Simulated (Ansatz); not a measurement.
# AlAs wire along [110], 24 atoms a period, H-terminated: bands by functional and under strain, part 2 of 4

What gap, if any, does the AlAs wire along [110], 24 atoms a period, H-terminated have, and how does it change with the functional and under strain?

Ansatz 0.2.0; DFT PBE, plane waves, PAW; relaxation of a wire's period; PAW set soft_1 (the session's first sound run).

So far: Starting point; The relaxed wire.

### Step 2. The relaxed wire (continued)

Relaxation path:

```
step  energy less that of the first step (eV)  largest force component (eV/Å)  pressure (GPa)  volume (Å³)
   1                                   0.0000                          1.3756            0.26      1697.60
   2                                  -1.0267                          0.4553           -0.04      1729.08
   3                                  -1.1198                          0.1686           -0.03      1741.92
   4                                  -1.1441                          0.1184           -0.02      1746.57
   5                                  -1.1423                          0.2749           -0.02      1741.87
   6                                  -1.1602                          0.0225           -0.01      1744.49
   7                                  -1.1669                          0.0560           -0.02      1743.31
   8                                  -1.1735                          0.0695           -0.03      1742.93
   9                                  -1.1761                          0.0406           -0.02      1742.65
  10                                  -1.1769                          0.0257           -0.01      1743.30
 11*                                  -1.1842                          0.0259           -0.01      1743.30
```

Relaxation steps marked * repeat the geometry before them on a plane-wave basis chosen anew for their cell, so energy and pressure can jump there. Relaxation step 5 was tried and not accepted.

Forces are held to the 2 operations that the run works with; a distortion that breaks them can't arise in this run.

```
cell as run  before  after  change
      c (Å)   4.052  4.161  +2.7 %
```

The atoms that moved most (Å, along periodic axes as changes of fractional coordinates times the final cell, across vacuum about the mean position):

```
atom      dx      dy     dz  length
 H32   0.639   0.542  0.000   0.838
  H1  -0.313   0.506  0.000   0.595
 H28   0.041   0.438  0.000   0.440
 H29  -0.247   0.208  0.000   0.323
Al17   0.053  -0.312  0.000   0.317
As12   0.248  -0.120  0.000   0.276
 H14   0.079  -0.259  0.000   0.271
As27  -0.178   0.204  0.000   0.270
```

The relaxed structure:

```cif
data_structure
_symmetry_space_group_name_H-M 'P 1'
_symmetry_Int_Tables_number 1
_cell_length_a 21.4940
_cell_length_b 19.4930
_cell_length_c 4.1608
_cell_angle_alpha 90.000
_cell_angle_beta 90.000
_cell_angle_gamma 90.000
_cell_volume 1743.30
loop_
_atom_site_label
_atom_site_type_symbol
_atom_site_fract_x
_atom_site_fract_y
_atom_site_fract_z
_atom_site_occupancy
H1 H 0.14363 0.40826 0.00000 1
Al2 Al 0.20127 0.46007 0.00000 1
As3 As 0.39934 0.33974 0.00000 1
H4 H 0.42965 0.16260 0.00000 1
Al5 Al 0.46348 0.23515 0.00000 1
Al6 Al 0.46521 0.44193 0.00000 1
As7 As 0.66332 0.35011 0.00000 1
H8 H 0.70657 0.28819 0.00000 1
Al9 Al 0.72647 0.45613 0.00000 1
H10 H 0.23143 0.64913 0.22932 1
H11 H 0.78317 0.64595 0.31003 1
As12 As 0.27855 0.64973 0.50000 1
As13 As 0.26591 0.43952 0.50000 1
H14 H 0.29514 0.26505 0.50000 1
H15 H 0.28734 0.82880 0.50000 1
Al16 Al 0.33200 0.33598 0.50000 1
Al17 Al 0.33612 0.53596 0.50000 1
Al18 Al 0.33240 0.76421 0.50000 1
As19 As 0.53006 0.24320 0.50000 1
As20 As 0.53272 0.65610 0.50000 1
As21 As 0.53149 0.44757 0.50000 1
H22 H 0.55859 0.82929 0.50000 1
H23 H 0.57497 0.18269 0.50000 1
Al24 Al 0.59675 0.34486 0.50000 1
Al25 Al 0.59778 0.55166 0.50000 1
Al26 Al 0.60015 0.76132 0.50000 1
As27 As 0.79190 0.45849 0.50000 1
H28 H 0.84372 0.40558 0.50000 1
H29 H 0.83031 0.52362 0.50000 1
H30 H 0.78317 0.64595 0.68997 1
H31 H 0.23143 0.64913 0.77068 1
H32 H 0.18791 0.54159 0.00000 1
As33 As 0.40090 0.54786 0.00000 1
As34 As 0.39657 0.75140 0.00000 1
H35 H 0.43835 0.81436 0.00000 1
Al36 Al 0.46851 0.65057 0.00000 1
As37 As 0.66244 0.55738 0.00000 1
As38 As 0.66480 0.74993 0.00000 1
H39 H 0.70217 0.81643 0.00000 1
Al40 Al 0.74276 0.65389 0.00000 1
```

This step gave:

* cell length along the wire: 4.161 Å

The cell's length comes to 4.161 Å with spin left out.

### Step 3. The wire at its relaxed period

This step: DFT PBE, plane waves, PAW; bands of a perfect wire; PAW set soft_1 (Ansatz 0.2.0).

At the relaxed period the bands are computed along the axis; those that cross an energy going forward count the channels that a perfect wire would open there.

File input.yaml:

```yaml
crystal:
  lattice:
    - [21.494, 0.0, 0.0]
    - [0.0, 19.493, 0.0]
    - [0.0, 0.0, 4.1608018465]
  atoms:
    - { symbol: H, position: [0.143629568, 0.408259572, 0.0] }
    - { symbol: Al, position: [0.201273506, 0.460073736, 0.0] }
    - { symbol: As, position: [0.399340384, 0.339735376, 0.0] }
    - { symbol: H, position: [0.42964887, 0.162599888, 0.0] }
    - { symbol: Al, position: [0.463482104, 0.235149394, 0.0] }
    - { symbol: Al, position: [0.46520846, 0.441925602, 0.0] }
    - { symbol: As, position: [0.663315882, 0.350112849, 0.0] }
    - { symbol: H, position: [0.706572875, 0.288189174, 0.0] }
    - { symbol: Al, position: [0.726473345, 0.456127951, 0.0] }
    - { symbol: H, position: [0.231425509, 0.649128091, 0.229324546] }
    - { symbol: H, position: [0.783173686, 0.645953171, 0.310029516] }
    - { symbol: As, position: [0.27854743, 0.649726633, 0.5] }
    - { symbol: As, position: [0.26590502, 0.439516879, 0.5] }
    - { symbol: H, position: [0.295138398, 0.265054516, 0.5] }
    - { symbol: H, position: [0.287342804, 0.828795884, 0.5] }
    - { symbol: Al, position: [0.332001105, 0.335982405, 0.5] }
    - { symbol: Al, position: [0.336123361, 0.535959955, 0.5] }
    - { symbol: Al, position: [0.332400525, 0.764213435, 0.5] }
    - { symbol: As, position: [0.530064993, 0.243195868, 0.5] }
    - { symbol: As, position: [0.532724599, 0.656104822, 0.5] }
    - { symbol: As, position: [0.531489831, 0.447574419, 0.5] }
    - { symbol: H, position: [0.558590239, 0.829293254, 0.5] }
    - { symbol: H, position: [0.574967797, 0.1826878, 0.5] }
    - { symbol: Al, position: [0.596749402, 0.344857477, 0.5] }
    - { symbol: Al, position: [0.597775791, 0.551661024, 0.5] }
    - { symbol: Al, position: [0.60014654, 0.7613221, 0.5] }
    - { symbol: As, position: [0.791896017, 0.458490982, 0.5] }
    - { symbol: H, position: [0.843724513, 0.405577391, 0.5] }
    - { symbol: H, position: [0.830306588, 0.523621624, 0.5] }
    - { symbol: H, position: [0.783173686, 0.645953171, 0.689970484] }
    - { symbol: H, position: [0.231425509, 0.649128091, 0.770675454] }
    - { symbol: H, position: [0.187906438, 0.541590111, 0.0] }
    - { symbol: As, position: [0.400902967, 0.547864211, 0.0] }
    - { symbol: As, position: [0.396570637, 0.751395383, 0.0] }
    - { symbol: H, position: [0.438348055, 0.81435744, 0.0] }
    - { symbol: Al, position: [0.468514713, 0.650571128, 0.0] }
    - { symbol: As, position: [0.662435879, 0.557381821, 0.0] }
    - { symbol: As, position: [0.664795001, 0.749926757, 0.0] }
    - { symbol: H, position: [0.702170901, 0.816428462, 0.0] }
    - { symbol: Al, position: [0.742757041, 0.653894877, 0.0] }
kpoints:
  mp_grid: { grid: [1, 1, 20] }
  band_path: { path: ["Γ", Z], npoints: 90 }
scf:
  occupations: { method: fermi_dirac, width: 0.05 }
hamiltonian:
  xc: pbe
  pseudopotentials: { kind: paw, azcp: { folder: soft_1 } }
output:
  dos: { e_range: [-5, 4] }
  write_potential: true
  write_density: true
  volumetric_format: npy
```

Started as:

```
ansatz run input.yaml --threads 4 --pin off --max-ram 16384MiB --backend cpu --events-out ev --progress --plain --runs-dir out
```

Numbers of over 12 decimals in the logs are rounded to 6 here.

What it wrote:

```text
[...]
Crystal: 40 atoms, lattice volume = 1743.303 Å³
Basis set: ecut = 420 eV, 33983 PW (Γ)
Bands: 156, of which v1, the nominal top of the filled ones, is band 116 counted from 1 (115 counted from 0)
Symmetry: 2 space group operations
[...]
k-points: 11 of 20
[...]
SCF iter   1: F=—  HF=-64989.945734 eV  |F-HF|=—  |Δ(HF+E_count)|=         —  Δρ=3.54e-2  dr2=2.51e1  ethr=3.10e-3  ⟨swp⟩=7.0  Hψ=7624  notcnv=0  defer=14
[...]
SCF iter  11: F=-64982.189784 eV  HF=-64982.189784 eV  |F-HF|=5.55e-8  |Δ(HF+E_count)|=   8.07e-7  Δρ=1.55e-6  dr2=8.18e-8  ethr=4.31e-11  ⟨swp⟩=16.9  Hψ=9457  notcnv=0
SCF 1 converged in 11 iterations: F = -64982.189784 eV  dr2 = 8.18e-8
[...]
NSCF: frozen V_eff on 91 k-points
WARN: The output density's exchange-correlation potential varies sharply where the density is thin. Do not read a vacuum level from v_tot or v_xc, or from such a field of the output density. On a cell that repeats whose density bears no net charge and no dipole along the vacuum's axis use v_es (v_loc + v_h of the components); under efield.dipole_correction with no amplitude use v_es + v_field, which holds any externa [...]
SCF converged after 11 iterations
Free energy (F): -64982.189784 eV
[...]
Internal energy: -64982.189714 eV  (E = F + TS)
E sigma→0 (E₀):  -64982.189749 eV
Entropy (-TS):   -0.000070 eV (-0.002 meV/atom)
Fermi energy:    -0.434512 eV
[...]
--- Band table (eV; the first three rows and the last of 11) ---
  k-point 0: bands = [... 112 lower, -1.9608, -1.7985, -1.4745, -0.8101, -0.0706, 0.1844, 0.4678, 0.6510, ... 36 higher]
  k-point 1: bands = [... 112 lower, -1.9589, -1.7823, -1.5368, -0.8856, 0.0619, 0.3029, 0.5946, 0.7614, ... 36 higher]
  k-point 2: bands = [... 112 lower, -1.9847, -1.8172, -1.6499, -1.0812, 0.4144, 0.5973, 0.9051, 1.0139, ... 36 higher]
  k-point 10: bands = [... 112 lower, -2.6083, -2.5594, -2.4319, -2.3228, 0.4590, 0.6579, 0.9501, 0.9692, ... 36 higher]
```

Elapsed: 16 min, on 4 threads of Arm Neoverse V1, shared host; peak memory 14 GiB.

This step gave:

```yaml
band_gap: 0.7394 eV
```

Electronic bands along the path, in eV, zero at the Fermi level; v1 is the highest filled band, c1 the lowest empty one:

```
  point     v4     v3     v2     v1    c1    c2    c3    c4
      Γ  -1.53  -1.36  -1.04  -0.38  0.36  0.62  0.90  1.09
halfway  -1.79  -1.64  -1.55  -1.41  1.34  1.41  1.77  1.78
      Z  -2.17  -2.12  -2.00  -1.89  0.89  1.09  1.38  1.40
```

The gap is 0.739 eV, with spin left out.

On this path the gap is direct, 0.74 eV, with the valence top at Γ and the conduction bottom at Γ.

### Step 4. Levels at the same atoms

This step: DFT HSE06, plane waves, PAW; levels of a perfect wire at the PBE geometry; PAW set soft_1 (Ansatz 0.2.0).

The atoms stay at the PBE geometry and the functional changes. HSE06 mixes in a quarter of short-range exact exchange, which removes part of the self-interaction that closes gaps; it is dear, so the mesh is thinner and no path is run. Against the first PBE run of this kind, the mesh along the wire has 8 points against 20.

input.yaml, as its differences from that of step 3:

```diff
@@ -47,4 +47,3 @@
 kpoints:
-  mp_grid: { grid: [1, 1, 20] }
-  band_path: { path: ["Γ", Z], npoints: 90 }
+  mp_grid: { grid: [1, 1, 8] }
 scf:
@@ -52,8 +51,3 @@
 hamiltonian:
-  xc: pbe
+  xc: hse06
   pseudopotentials: { kind: paw, azcp: { folder: soft_1 } }
-output:
-  dos: { e_range: [-5, 4] }
-  write_potential: true
-  write_density: true
-  volumetric_format: npy
```

What it wrote:

```text
[...]
Crystal: 40 atoms, lattice volume = 1743.303 Å³
Basis set: ecut = 420 eV, 33983 PW (Γ)
Bands: 156, of which v1, the nominal top of the filled ones, is band 116 counted from 1 (115 counted from 0)
Symmetry: 2 space group operations
[...]
k-points: 5 of 8
[...]
SCF iter   9: F=-64982.163527 eV  HF=-64982.163520 eV  |F-HF|=6.49e-6  |Δ(HF+E_count)|=   2.11e-5  Δρ=5.18e-5  dr2=3.20e-5  ethr=1.47e-7  ⟨swp⟩=3.2  Hψ=1531  notcnv=0
SCF 1 stopped early in 9 iterations: F = -64982.163527 eV  dr2 = 3.20e-5
[...]
Exchange kernel: α = 0.2500, screened, ω = 0.2079 Å⁻¹, Wigner–Seitz truncation, v(0) = 1045.9997 eV·Å³, q-mesh 1×1×8, nearest image of the exchange supercell L = 19.49 Å, pair-density grid 90×90×20, without the augmentation charges, whose exchange is taken in its separable form by FFT convolution over the k-point mesh (sized by the pseudopotential files, 144×135×30 at the most), smooth part of the exchange summed in real space on grids 96×84×18 (short range) and 88×72×20 (long range)
Frozen-core exchange: fock
SCF iter   1: F=—  HF=-65002.928885 eV  |F-HF|=—  |Δ(HF+E_count)|=         —  Δρ=2.42e-3  dr2=7.62e-2  ethr=1.38e-7  ⟨swp⟩=19.2  Hψ=5538  notcnv=7
[...]
SCF iter   7: F=-65002.891174 eV  HF=-65002.891199 eV  |F-HF|=2.51e-5  |Δ(HF+E_count)|=   8.19e-4  Δρ=4.52e-5  dr2=4.02e-5  ethr=5.32e-9  ⟨swp⟩=7.2  Hψ=3126  notcnv=0  defer=11
SCF 2 stopped early in 7 iterations: F = -65002.891174 eV  dr2 = 4.02e-5
hybrid outer 1: dexx = +6.709e-2 eV, tail = 4.45e-4 eV
[...]
Frozen-core exchange: fock
SCF iter   1: F=—  HF=-65002.894083 eV  |F-HF|=—  |Δ(HF+E_count)|=         —  Δρ=3.23e-5  dr2=1.05e-5  ethr=9.59e-7  ⟨swp⟩=19.6  Hψ=1939  notcnv=3
[...]
SCF iter   6: F=-65002.894086 eV  HF=-65002.894086 eV  |F-HF|=3.80e-8  |Δ(HF+E_count)|=   8.49e-8  Δρ=8.63e-7  dr2=5.14e-8  ethr=4.51e-11  ⟨swp⟩=6.8  Hψ=1753  notcnv=0  defer=9
SCF 3 converged in 6 iterations: F = -65002.894086 eV  dr2 = 5.14e-8
hybrid outer 2: dexx = +4.531e-6 eV, tail = 2.21e-7 eV, Δε = 4.89e-3 eV (about 1.93e-4 eV left of the loop's levels)
hybrid SCF converged: 2 outer / 13 inner (+9 warm-up), last move |dexx| = 4.53e-6 eV, tail = 2.21e-7 eV
Stability not checked: this state was not tested for a lower state beside it, because the functional holds exact exchange (a hybrid, or Hartree-Fock), whose exchange loop this test does not read (fock_operator; see scf.lower_state_search)
Free energy (F): -65002.894087 eV
Frozen-core exchange: fock
[...]
Internal energy: -65002.894087 eV  (E = F + TS)
E sigma→0 (E₀):  -65002.894087 eV
Entropy (-TS):   -0.000000 eV (-0.000 meV/atom)
Fermi energy:    -0.661030 eV
[...]
--- Band table (eV; the first three rows and the last of 5) ---
  k-point 0: bands = [... 112 lower, -2.4898, -2.2718, -1.9064, -1.4452, 0.1232]
  k-point 1: bands = [... 112 lower, -2.5428, -2.3418, -2.1753, -1.8405, 0.8711]
  k-point 2: bands = [... 112 lower, -2.7527, -2.6401, -2.5158, -2.4338, 1.1890]
  k-point 4: bands = [... 112 lower, -3.1801, -3.1490, -2.9946, -2.8854, 0.6969]
  guard bands above this table: 39 of the run's 156 bands. The solve was not asked for them (output.publish_guard_bands: true or output.eigenvalues: true publishes all)
```

Elapsed: 19 min, on 4 threads; peak memory 11 GiB.

This step gave:

| Item | Value |
| --- | --- |
| band gap | 1.569 eV |

The gap is 1.57 eV, against 0.739 eV under PBE at the relaxed period.

[end of part 2 of 4]

[Logs are printed without paths, hosts, clocks, repeated set-up lines and the standing remarks that a program may print on its own settings, such as how far it seeks lower states.]

[Hosts, paths, dates, database ids (printed as entryN), source tags and the programs' standing remarks are cut or masked in the printed files.]
